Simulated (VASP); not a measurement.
MgO (Periclase):

```
Mg O
1.0
     0.00000    4.21700    4.21700
     4.21700    0.00000    4.21700
     4.21700    4.21700    0.00000
Mg O
8 8
Cartesian
  0.0000 0.0000 0.0000
  2.1085 2.1085 0.0000
  2.1085 0.0000 2.1085
  4.2170 2.1085 2.1085
  0.0000 2.1085 2.1085
  2.1085 4.2170 2.1085
  2.1085 2.1085 4.2170
  4.2170 4.2170 4.2170
  2.1085 2.1085 2.1085
  4.2170 4.2170 2.1085
  4.2170 2.1085 4.2170
  6.3255 4.2170 4.2170
  2.1085 4.2170 4.2170
  4.2170 6.3255 4.2170
  4.2170 4.2170 6.3255
  6.3255 6.3255 6.3255
```

| Quantity | Value |
| --- | --- |
| Program | VASP 6.6.1 |
| Task | phonon dispersion |
| Functional | PBE |
| Potentials or basis | VASP PAW PBE potentials, release 64 (Mg, O) |
| Cutoff | 520 eV |
| k mesh | 3 × 3 × 3 |
| Occupations | gaussian, width 0.03 eV |
| Spin | no spin polarisation |
| Long-range dipole term | yes |
| Supercell matrix | [2, 0, 0, 0, 2, 0, 0, 0, 2] |
| Further INCAR settings | LREAL = Auto; ALGO = Fast; EDIFF = 1e-07; IBRION = 6; POTIM = 0.015; NSW = 1 |

Question: Is this structure dynamically stable at this level, and how far does the spectrum reach?

Answer: Yes, as far as this q mesh shows: no mode on the path is imaginary. The highest frequency is 699 cm⁻¹.

Phonon frequencies at the corners of the path (cm⁻¹, interpolated; i marks imaginary ones):
| point | frequencies |
| --- | --- |
| Γ | 0 0 0 390 390 699 |
| X | 284 284 418 442 442 543 |
| W | 341 371 371 426 482 482 |
| K | 274 389 398 416 469 504 |
| L | 272 272 354 354 543 563 |
| U | 274 389 398 416 469 504 |

A q mesh this small can miss soft modes between its points.

Caveat: the k mesh is coarse (spacing up to 0.43 Å⁻¹), so the values aren't converged.
